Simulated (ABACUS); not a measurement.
Runs of ABACUS 3.10.1 on Ag. The structure is cubic, space group Fm-3m (No. 225). Conventional cell: a = 4.085 Å, b = 4.085 Å, c = 4.085 Å, α = 90.00°, β = 90.00°, γ = 90.00°. Ag (site symmetry m-3m) has 12 Ag at 2.89 Å as nearest neighbours. 

```csv
task,level,potentials or basis,spin,k mesh,cutoff (eV),orbital files,SCF threshold on the density,eigensolver,mixing share,symmetry key,mesh quality,gap on the mesh (eV),pressure (GPa)
single point,RPBE,"GBRV ultrasoft 1.5 PBE, plane waves",off,9 × 9 × 9,544,-,1e-08,dav,0.7,1,not flagged,none,6.9
single point,PBEsol,"PseudoDojo NC SR 0.4.1 PBE standard, DZP LCAO (the cutoffs set its grid)",off,10 × 10 × 10,1361,Ag Ag_confined-atom_7au_3s2p2d1f.orb,1e-07,genelpa,0.7,1,not flagged,none,-1.5
single point,PBE,"PseudoDojo NC FR 0.4 PBE stringent, DZP LCAO (the cutoffs set its grid)","SOC, no magnetisation",7 × 7 × 7,1361,Ag Ag_confined-atom_7au_3s2p2d1f.orb,1e-07,scalapack_gvx,0.4,0,coarse,none,4.8
single point,rPW86PBE,"Ansatz NC PBE, plane waves",off,9 × 9 × 9,966,-,1e-08,dav,0.7,1,not flagged,none,(a)
```

Alike in all rows: cell as given; smearing fermi-dirac 0.05 eV.

Question: Fill in the values left out.

Answer: (a) 11.4.

Caveats: some runs use coarse meshes; the potentials were made for another functional, which shifts forces and pressure (some runs); the atomic orbitals were generated for these runs and aren't a published set (some runs); the basis of atomic orbitals isn't converged, which shifts pressures, moduli and gaps (some runs).

A k mesh can miss the band edges, and rows without SOC leave out spin-orbit coupling on Ag.

A gap of «none» marks a metal or a gap under the smearing width.
